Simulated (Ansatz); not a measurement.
# ZrS2 (P-3m1) in Ansatz: notebook

One crystal, ZrS2, is run at these levels: LDA, PBE, PBEsol; tasks: band structure, elastic constants.

Everything below comes from runs of Ansatz 0.2.0. Logs are shortened: lines on timing, memory, paths and dates and some standing lists are left out, and cuts for length are marked.

**What was measured.**

From “Stress-Tuned Optical Transitions in Layered 1T-MX2 (M= Hf, Zr, Sn; X= S, Se) Crystals”, 2022, arxiv:2210.12074, for a bulk crystal of ZrS2: band gap 1.68 eV (indirect).

How close the calculation comes is told below.

**1. The crystal as given**

The structure is trigonal, space group P-3m1 (No. 164). The conventional cell has a = 3.691 Å, b = 3.691 Å, c = 6.041 Å, α = 90.00°, β = 90.00°, γ = 120.00°. Zr (site symmetry -3m) has 6 S at 2.57 Å as nearest neighbours. Around S (site symmetry 3m) lie 3 Zr at 2.57 Å.

The cell is a database's computed one.

**2. Band structure, LDA**

input.yaml

```yaml
crystal:
  lattice:
    - [3.6913825498, 0.0, 0.0]
    - [-1.8456912749, 3.1968310632, 0.0]
    - [0.0, 0.0, 6.04107701]
  atoms:
    - { symbol: Zr, position: [0.0, 0.0, 0.0] }
    - { symbol: S, position: [0.3333333333, 0.6666666667, 0.23790997] }
    - { symbol: S, position: [0.6666666667, 0.3333333333, 0.76209003] }
hamiltonian:
  xc: lda
  pseudopotentials: { kind: paw }
kpoints:
  mp_grid: { grid: [8, 8, 5] }
  band_path:
    path:
      - [[0.0, 0.0, 0.0], [0.5, 0.0, 0.0], [0.3333333333, 0.3333333333, 0.0], [0.0, 0.0, 0.0], [0.0, 0.0, 0.5], [0.5, 0.0, 0.5], [0.3333333333, 0.3333333333, 0.5], [0.0, 0.0, 0.5]]
      - [[0.5, 0.0, 0.5], [0.5, 0.0, 0.0]]
      - [[0.3333333333, 0.3333333333, 0.0], [0.3333333333, 0.3333333333, 0.5]]
    npoints: 14
scf:
  occupations: { method: fermi_dirac, width: 0.05 }
  n_extra_bands: 7
output:
  forces: true
  stress: true
  eigenvalues: true
  fatbands: false
```

Potentials or basis: Ansatz PAW.

The run is started by

```
> ansatz run input.yaml --threads 2 --pin off --max-ram 5632MiB --backend cpu --events-out ev --progress --plain --runs-dir out
```

Log:

```text
Warning: RAYON_NUM_THREADS=2 ignored (pool sized by the plan → 2); use --threads N
scf.n_extra_bands = 7 over 12 filled bands (N_el = 24.0): the run solves 19 bands
Engine: ansatz 0.2.0, x86_64-unknown-linux-gnu
Pseudopotentials: kind: paw
Pseudopotential: Zr, paw, valence charge 12, recommended cutoff 420 eV (normal), Zr.paw.azcp
Pseudopotential: S, paw, valence charge 6, recommended cutoff 420 eV (normal), S.paw.azcp
Functional definition: SPW92
  exchange = slater_x
  correlation = pw_c
Crystal: 3 atoms, lattice volume = 71.289 Å³
Basis set: ecut = 420 eV, 1389 PW (Γ)
Bands: 19, of which v1, the nominal top of the filled ones, is band 12 counted from 1 (11 counted from 0)
Symmetry: 12 space group operations
Space group: P-3m1 (ITA 164), of the structure as read, at distance tolerance 4.1e-5 Å
k-points: 40 of 320
Non-local potential: Zr, projectors of the file, l = 0: 3, l = 1: 2, l = 2: 2, l = 3: 2
Non-local potential: S, projectors of the file, l = 0: 2, l = 1: 2, l = 2: 2
PAW form: soft (Blöchl's): semilocal exchange-correlation on the pseudo side does not see the compensation charge
PAW frozen core: Zr, regenerated for the run's functional, and the local potential with it (the file was generated under x = pbe(κ = 0.804, μ = 0.2195149727645171), c = pbe(β = 0.06672455060314922))
PAW frozen core: S, regenerated for the run's functional, and the local potential with it (the file was generated under x = pbe(κ = 0.804, μ = 0.2195149727645171), c = pbe(β = 0.06672455060314922))
PAW one-centre angular grid: Zr, 590 points (default); XC on 64 Gauss nodes
PAW one-centre angular grid: S, 110 points (default); XC on 64 Gauss nodes
Initial density: superposition of atomic densities (neutral atoms: chi_scale 0, normalization atom), corrected by the library's trained network
Initial wavefunctions: pseudopotential atomic-orbital guess
Functional: x = slater, c = lda
SCF iter   1: F=—  HF=-5821.199105 eV  |F-HF|=—  |Δ(HF+E_count)|=         —  Δρ=6.62e-3  dr2=4.96e-2  ethr=1.77e-3  ⟨swp⟩=5.5  Hψ=4153  notcnv=0
preconditioner: auto → Resta (q_TF=auto, 2.276 Å⁻¹)  ε∞=4.7  [insulator: Δε(μ)=0.842 eV  Ē_g=9.205 eV  σ=0.050 eV  W_gap=1.00  n_scr=22 (ndim 8)  ℏωp=17.6 eV  f_vac=0.029  D(μ)=0.00/eV (n_scr^D=0)  ε∞_Penn≈4.7]
SCF iter   2: F=—  HF=-5821.190045 eV  |F-HF|=—  |Δ(HF+E_count)|=   9.06e-3  Δρ=2.86e-3  dr2=2.88e-3  ethr=2.07e-4  ⟨swp⟩=2.0  Hψ=1269  notcnv=0  defer=63
SCF iter   3: F=—  HF=-5821.189614 eV  |F-HF|=—  |Δ(HF+E_count)|=   4.31e-4  Δρ=1.52e-3  dr2=1.03e-3  ethr=1.20e-5  ⟨swp⟩=1.0  Hψ=691  notcnv=0  defer=63
SCF iter   4: F=—  HF=-5821.189469 eV  |F-HF|=—  |Δ(HF+E_count)|=   1.44e-4  Δρ=1.61e-4  dr2=2.33e-5  ethr=4.29e-6  ⟨swp⟩=1.8  Hψ=907  notcnv=0  defer=63
SCF iter   5: F=—  HF=-5821.189473 eV  |F-HF|=—  |Δ(HF+E_count)|=   3.69e-6  Δρ=4.90e-5  dr2=1.64e-6  ethr=9.70e-8  ⟨swp⟩=2.2  Hψ=1102  notcnv=0  defer=63
SCF iter   6: F=-5821.189474 eV  HF=-5821.189474 eV  |F-HF|=1.49e-8  |Δ(HF+E_count)|=   1.37e-6  Δρ=7.12e-6  dr2=4.48e-8  ethr=4.17e-10  ⟨swp⟩=8.1  Hψ=3747  notcnv=0
SCF 1 converged in 6 iterations: F = -5821.189474 eV  dr2 = 4.48e-8
NSCF: frozen V_eff on 129 k-points
SCF converged after 6 iterations
Free energy (F): -5821.189474 eV
Harris-Foulkes:  -5821.189474 eV  (|F-HF|=1.49e-8)
Internal energy: -5821.189470 eV  (E = F + TS)
E sigma→0 (E₀):  -5821.189472 eV
Entropy (-TS):   -0.000005 eV (-0.002 meV/atom)
Fermi energy:    6.684925 eV
--- Per-component energies (eV) ---
  E_band       = -183.619960
  E_kinetic    = 546.061177
  E_local      = -1391.964590  (includes V_loc(G=0)·N_el)
  E_nonlocal   = 140.768920
  E_hartree    = 490.547275
  E_xc         = -353.014299
  E_vxc        = -366.058592  (∫ρ·V_xc dr)
  E_paw        = -3985.981495  (= ΣΔE_a)
  E_vpaw       = -93.524802  (= ΣTr[D̂ρ^β])
  E_aug_tail   = 0.000026  (compensation charges beyond the density's cutoff)
  E_ewald      = -1268.283280
  E_core_change = 0.676796  (= ΣΔE_core)
  E_smearing   = -0.000005  (= −TS)
  E_closure    = -0.000000  (closes the sum)
  Σ components = -5821.189474   (vs F -5821.189474, Δ=0.00e0)
--- Forces (eV/Å), atoms counted from 1 ---
  atom   1  Zr     0.00000000     0.00000000     0.00000000
  atom   2  S     -0.00000000    -0.00000000    -0.30008088
  atom   3  S     -0.00000000     0.00000000     0.30008088
  max |Σ_I F_I| component: 2.78e-17 eV/Å
--- Stress (GPa, compression-positive) ---
       -5.131178       0.000000       0.000000
        0.000000      -5.131178       0.000000
       -0.000000       0.000000      -3.388711
  P = ⅓ Tr σ = -4.5504 GPa (-45.504 kbar)
--- Band table (eV; the first three rows and the last of 40) ---
  k-point 0: bands = ["-42.6304", "-20.7389", "-20.5984", "-20.5984", "-6.3347", "-4.9093", "1.9424", "3.4341", "3.4341", "6.1386", "6.1386", "6.1685", "7.6997", "7.6997", "8.5270", "11.1865", "11.1865", "11.6587", "11.9334"]
  k-point 1: bands = ["-42.6304", "-20.7390", "-20.5984", "-20.5984", "-6.2774", "-5.0037", "2.1888", "3.4435", "3.4435", "5.6311", "6.1036", "6.1036", "7.6904", "7.6904", "8.6942", "11.2860", "11.2860", "11.9912", "12.1934"]
  k-point 2: bands = ["-42.6303", "-20.7392", "-20.5984", "-20.5984", "-6.1649", "-5.1742", "2.7347", "3.4592", "3.4592", "4.7465", "6.0479", "6.0479", "7.6752", "7.6752", "8.8365", "11.4558", "11.4558", "12.2691", "13.1863"]
  k-point 39: bands = ["-42.6107", "-20.8025", "-20.7333", "-20.6783", "-5.1752", "-4.9885", "2.4708", "2.8348", "3.4808", "4.1478", "4.3823", "4.7817", "8.2012", "9.0821", "9.2332", "11.2322", "12.0549", "13.6422", "14.5310"]
```

Wall time 10 s (2 threads of Intel Xeon at 2.50GHz (Skylake/Cascade Lake), shared host); peak memory 0.37 GiB.

Results:

```
Free energy             : -5821.1895 eV
Pressure                : -4.6 GPa
Largest force           : 0.300 eV/Å
Band gap on the k mesh  : 0.93 eV, indirect (least direct gap 1.53 eV)
Band gap along the path : 0.91 eV, indirect (least direct gap 1.53 eV)
```

Forces in eV/Å, atoms in the order of the input:
```
Zr   0.000  0.000  0.000
S    0.000  0.000 -0.300
S    0.000  0.000  0.300
```

Stress tensor (GPa, compression positive):
```
-5.13  0.00  0.00
 0.00 -5.13  0.00
 0.00  0.00 -3.39
```

Levels at the corners of the path, in eV from the valence-band top:
```csv
point,band 9,band 10,band 11,band 12,band 13,band 14,band 15,band 16
Γ,-2.79,-0.09,-0.09,-0.06,1.48,1.48,2.30,4.96
M,-2.46,-2.39,-1.69,-1.18,1.08,3.14,3.39,5.65
K,-3.31,-2.00,-2.00,-1.43,2.07,3.09,3.09,4.91
Γ,-2.79,-0.09,-0.09,-0.06,1.48,1.48,2.30,4.96
A,-2.76,-1.66,-0.19,-0.19,1.45,1.45,2.63,5.26
L,-2.58,-2.23,-0.98,-0.79,0.91,3.13,3.39,5.25
H,-3.09,-1.89,-1.75,-1.75,2.17,2.82,2.82,5.45
A,-2.76,-1.66,-0.19,-0.19,1.45,1.45,2.63,5.26
L,-2.58,-2.23,-0.98,-0.79,0.91,3.13,3.39,5.25
M,-2.46,-2.39,-1.69,-1.18,1.08,3.14,3.39,5.65
K,-3.31,-2.00,-2.00,-1.43,2.07,3.09,3.09,4.91
H,-3.09,-1.89,-1.75,-1.75,2.17,2.82,2.82,5.45
```

Caveat: the PAW data sets come from PBE, with cores solved anew for the run's functional, which leaves a small shift of forces and pressure.

**3. Band structure, PBE**

input.yaml: that of step 2 with these lines changed.

```diff
@@ -10,3 +10,3 @@
 hamiltonian:
-  xc: lda
+  xc: pbe
   pseudopotentials: { kind: paw }
```

Potentials or basis: Ansatz PAW.

The run is started by

```
> ansatz run input.yaml --threads 2 --pin off --max-ram 5632MiB --backend cpu --events-out ev --progress --plain --runs-dir out
```

Log:

```text
Warning: RAYON_NUM_THREADS=2 ignored (pool sized by the plan → 2); use --threads N
scf.n_extra_bands = 7 over 12 filled bands (N_el = 24.0): the run solves 19 bands
[... 4 set-up lines as earlier in the session ...]
Functional definition: PBE
  parameter kappa = 0.804
  parameter beta = 0.06672455060314922
  exchange = pbe_x(kappa = kappa, mu = beta*pi^2/3)
  correlation = pbe_c(beta = beta)
Crystal: 3 atoms, lattice volume = 71.289 Å³
Basis set: ecut = 420 eV, 1389 PW (Γ), exchange–correlation on 50×50×90 points (8 copies of the dense FFT grid, shifted against one another)
Bands: 19, of which v1, the nominal top of the filled ones, is band 12 counted from 1 (11 counted from 0)
[... 39 lines left out ...]
  E_aug_tail   = 0.000027  (compensation charges beyond the density's cutoff)
  E_ewald      = -1268.283280
  E_smearing   = -0.000002  (= −TS)
  E_closure    = 0.000000  (closes the sum)
  Σ components = -5992.636098   (vs F -5992.636098, Δ=0.00e0)
--- Forces (eV/Å), atoms counted from 1 ---
  atom   1  Zr     0.00000000     0.00000000     0.00000000
  atom   2  S      0.00000000    -0.00000000     0.04446750
  atom   3  S     -0.00000000     0.00000000    -0.04446750
  max |Σ_I F_I| component: 1.85e-17 eV/Å
--- Stress (GPa, compression-positive) ---
        0.130496       0.000000       0.000000
        0.000000       0.130496       0.000000
        0.000000       0.000000       1.191106
  P = ⅓ Tr σ = 0.4840 GPa (4.840 kbar)
--- Band table (eV; the first three rows and the last of 40) ---
  k-point 0: bands = ["-42.5475", "-20.6051", "-20.4586", "-20.4586", "-6.1384", "-4.7425", "2.2344", "3.6625", "3.6625", "6.3427", "6.3427", "6.3847", "8.0216", "8.0216", "8.8655", "11.4339", "11.4339", "12.2050", "12.3272"]
  k-point 1: bands = ["-42.5475", "-20.6052", "-20.4586", "-20.4586", "-6.0829", "-4.8327", "2.4729", "3.6718", "3.6718", "5.8786", "6.3088", "6.3088", "8.0128", "8.0128", "9.0227", "11.5290", "11.5290", "12.4036", "12.6961"]
  k-point 2: bands = ["-42.5475", "-20.6054", "-20.4586", "-20.4586", "-5.9745", "-4.9957", "2.9960", "3.6871", "3.6871", "5.0357", "6.2548", "6.2548", "7.9984", "7.9984", "9.1657", "11.6910", "11.6910", "12.6456", "13.6629"]
  k-point 39: bands = ["-42.5282", "-20.6582", "-20.5905", "-20.5455", "-5.0062", "-4.8233", "2.7488", "3.0977", "3.7452", "4.3885", "4.6039", "5.0112", "8.5280", "9.4025", "9.5501", "11.5074", "12.3086", "14.0894", "14.9747"]
```

Run time: 8.5 s. Hardware: 2 threads of Intel Xeon at 2.50GHz (Skylake/Cascade Lake), shared host; peak memory 0.38 GiB.

Results:

```yaml
Free_energy: -5992.6361 eV
Pressure: 0.5 GPa
Largest_force: 0.044 eV/Å
Band_gap_on_the_k_mesh: 1.05 eV, indirect (least direct gap 1.64 eV)
Band_gap_along_the_path: 1.03 eV, indirect (least direct gap 1.64 eV)
```

Forces in eV/Å, atoms in the order of the input:
```
Zr   0.000  0.000  0.000
S    0.000  0.000  0.044
S    0.000  0.000 -0.044
```

Stress tensor (GPa, compression positive):
```
0.13 0.00 0.00
0.00 0.13 0.00
0.00 0.00 1.19
```

Levels at the corners of the path, in eV from the valence-band top:
```
point  band 8  band 9  band 10  band 11  band 12  band 13  band 14  band 15  band 16  band 17
    Γ   -2.77   -2.77    -0.09    -0.09    -0.05     1.59     1.59     2.43     5.00     5.00
    M   -2.56   -2.45    -2.35    -1.65    -1.17     1.19     3.24     3.50     5.67     5.93
    K   -3.26   -3.26    -1.97    -1.97    -1.42     2.19     3.18     3.18     4.99     4.99
    Γ   -2.77   -2.77    -0.09    -0.09    -0.05     1.59     1.59     2.43     5.00     5.00
    A   -2.75   -2.75    -1.57    -0.19    -0.19     1.56     1.56     2.75     5.28     5.28
    L   -3.05   -2.56    -2.20    -0.98    -0.79     1.03     3.23     3.50     5.29     5.87
    H   -3.39   -3.04    -1.85    -1.75    -1.75     2.29     2.93     2.93     5.50     5.50
    A   -2.75   -2.75    -1.57    -0.19    -0.19     1.56     1.56     2.75     5.28     5.28
    L   -3.05   -2.56    -2.20    -0.98    -0.79     1.03     3.23     3.50     5.29     5.87
    M   -2.56   -2.45    -2.35    -1.65    -1.17     1.19     3.24     3.50     5.67     5.93
    K   -3.26   -3.26    -1.97    -1.97    -1.42     2.19     3.18     3.18     4.99     4.99
    H   -3.39   -3.04    -1.85    -1.75    -1.75     2.29     2.93     2.93     5.50     5.50
```

Caveat: this functional lacks dispersion, which binds the layers, so the pressure and a relaxed spacing across them are unreliable.

**4. Elastic constants, PBEsol**

input.yaml

```yaml
crystal:
  lattice:
    - [3.6913825498, 0.0, 0.0]
    - [-1.8456912749, 3.1968310632, 0.0]
    - [0.0, 0.0, 6.04107701]
  atoms:
    - { symbol: Zr, position: [0.0, 0.0, 0.0] }
    - { symbol: S, position: [0.3333333333, 0.6666666667, 0.23790997] }
    - { symbol: S, position: [0.6666666667, 0.3333333333, 0.76209003] }
hamiltonian:
  xc: pbesol
  pseudopotentials: { kind: paw }
kpoints:
  mp_grid: { grid: [6, 6, 4] }
scf:
  occupations: { method: fixed }
output:
  forces: true
  stress: true
elastic:
  mode: clamped_ion
  stencil: two_point
```

The run is started by

```
> ansatz run input.yaml --threads 2 --pin off --max-ram 5632MiB --backend cpu --events-out ev --progress --plain --runs-dir out
```

Wall time 38 s (2 threads of Intel Xeon at 2.50GHz (Skylake/Cascade Lake), shared host); peak memory 0.41 GiB.

The run converged. Its results:

```
Free energy            : -5903.1216 eV
Pressure               : -2.5 GPa
Largest force          : 0.160 eV/Å
Band gap on the k mesh : 1.00 eV, indirect (least direct gap 1.58 eV)
Voigt bulk modulus     : 84 GPa
```

Forces on the atoms (eV/Å):
```
Zr   0.000  0.000  0.000
S    0.000  0.000 -0.160
S    0.000  0.000  0.160
```

Stress tensor (GPa, compression positive):
```
-3.01  0.00  0.00
 0.00 -3.01  0.00
 0.00  0.00 -1.39
```

Levels at points of the mesh, in eV from the valence-band top:
| k point | band 10 | band 11 | band 12 | band 13 | band 14 | band 15 |
| --- | --- | --- | --- | --- | --- | --- |
| (0.00, 0.00, 0.00) | -0.04 | -0.04 | -0.01 | 1.57 | 1.57 | 2.41 |
| (0.00, 0.00, -0.50) | -1.57 | -0.14 | -0.14 | 1.54 | 1.54 | 2.73 |
| (0.00, -0.50, 0.00) | -2.33 | -1.63 | -1.13 | 1.17 | 3.24 | 3.50 |
| (0.00, -0.50, -0.50) | -2.18 | -0.93 | -0.75 | 1.00 | 3.24 | 3.50 |

Elastic tensor in Voigt notation (GPa, ions clamped, in the Cartesian axes of the cell as first typed):
```
162  49  56 -20   0   0
 49 162  56  20   0   0
 58  58 103   0   0   0
-20  20   0  67   0   0
  0   0   0   0  67 -20
  0   0   0   0 -20  56
```

Caveat: this functional lacks dispersion, which binds the layers, so the pressure and a relaxed spacing across them are unreliable; the PAW data sets come from PBE, with cores solved anew for the run's functional, which leaves a small shift of forces and pressure.

**5. The runs side by side**

| task | level | k mesh | smearing | points for each segment of the path | atoms under strain | gap on the mesh (eV) | pressure (GPa) | largest force (eV/Å) |
| --- | --- | --- | --- | --- | --- | --- | --- | --- |
| band structure | LDA | 8 × 8 × 5 | fermi-dirac 0.05 eV | 14 | - | 0.93 | -4.6 | 0.30 |
| band structure | PBE | 8 × 8 × 5 | fermi-dirac 0.05 eV | 14 | - | 1.05 | 0.5 | 0.04 |
| elastic constants | PBEsol | 6 × 6 × 4 | fixed | - | clamped | 1.00 | -2.5 | 0.16 |

Alike in all rows: potentials or basis Ansatz PAW; no spin polarisation; cell as given; cutoff (eV) 420.

On the cell as given the gap runs from 0.91 eV (LDA) to 1.03 eV (PBE); the meshes differ, which moves gaps too. The pressure there spans -4.6 GPa (LDA) to 0.5 GPa (PBE); a positive pressure means that this level wants a larger cell, a negative one a smaller.

Caveats: the PAW data sets come from PBE, with cores solved anew for the run's functional, which leaves a small shift of forces and pressure (some runs); this functional lacks dispersion, which binds the layers, so the pressure and a relaxed spacing across them are unreliable (some runs).

Total energies depend on the potentials used, so only differences within one code and one set of settings carry meaning.

**6. Comparison with measurements**

Step 2. Measured gap of ZrS2: 1.68 eV (indirect; quoted in “Stress-Tuned Optical Transitions in Layered 1T-MX2 (M= Hf, Zr, Sn; X= S, Se) Crystals”, 2022, arxiv:2210.12074). This calculation gives 0.91 eV (-0.77 eV). Spin-orbit coupling on Zr is left out. The value is that of LDA, without temperature or zero-point motion. Semilocal functionals fall short of measured gaps as a rule. The cell is a database's relaxed one, not the measured one, which moves gaps too.

Step 3. Against the measured gap of ZrS2, 1.68 eV (indirect; quoted in “Stress-Tuned Optical Transitions in Layered 1T-MX2 (M= Hf, Zr, Sn; X= S, Se) Crystals”, 2022, arxiv:2210.12074), the calculated 1.03 eV is off by -0.65 eV. Spin-orbit coupling on Zr is left out. The value is that of PBE, without temperature or zero-point motion. Semilocal functionals fall short of measured gaps as a rule. The cell is a database's relaxed one, not the measured one, which moves gaps too.

Step 4. A measured gap of ZrS2 is 1.68 eV (indirect; quoted in “Stress-Tuned Optical Transitions in Layered 1T-MX2 (M= Hf, Zr, Sn; X= S, Se) Crystals”, 2022, arxiv:2210.12074); the calculated 1.00 eV misses it by -0.68 eV. Spin-orbit coupling on Zr is left out. The value is that of PBEsol on a finite k mesh, which can miss the band edges, without temperature or zero-point motion. Semilocal functionals fall short of measured gaps as a rule. The cell is a database's relaxed one, not the measured one, which moves gaps too.
